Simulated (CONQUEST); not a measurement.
## Sn under changes of volume

One of the cells (33.803 Å³/atom); the others are scaled copies at fixed shape and fractional positions:

```
CELL_PARAMETERS angstrom
4.57264 0.00000 0.00000
0.00000 4.57264 0.00000
0.00000 0.00000 6.46669
ATOMIC_POSITIONS crystal
Sn 0.00000 0.50000 0.25000
Sn 0.50000 0.00000 0.75000
Sn 0.00000 0.00000 0.50000
Sn 0.50000 0.50000 0.00000
```

This isn't the form of Sn at room conditions, which is tetragonal (white tin).

```yaml
Program: CONQUEST 1.3
Functional: PBE
Potentials_or_basis: PseudoDojo NC PBE, DZ, grid of 48 × 48 × 64 points
k_mesh: 6 × 6 × 4
Occupations: fermi-dirac, width 0.05 eV
Spin: no spin polarisation
```

```tsv
volume (Å³/atom)	energy over the lowest point (meV/atom)	pressure (GPa)
31.775	?	?
32.451	65.80	5.9
33.127	43.65	4.7
33.803	26.33	3.5
34.479	14.26	2.5
35.155	5.59	1.7
35.831	0.00	0.9
```

Problem. What does the run at 31.775 Å³/atom give?

Solution. Energy over the lowest point 92.30 meV/atom; pressure 6.8 GPa.

Worked out: A Birch-Murnaghan fit of order 3 (a polynomial in V^(-2/3)) to the other rows has no minimum within the range. It gives 94.72 meV/atom at 31.775 Å³/atom, against the run's 92.30, and -dE/dV = 7.7 GPa, against 6.8.

Energies are extrapolated to zero smearing.

Caveats: the atomic basis is small; the basis of atomic orbitals isn't converged, which shifts pressures, moduli and gaps; the real-space grid breaks the cell's symmetry a little.
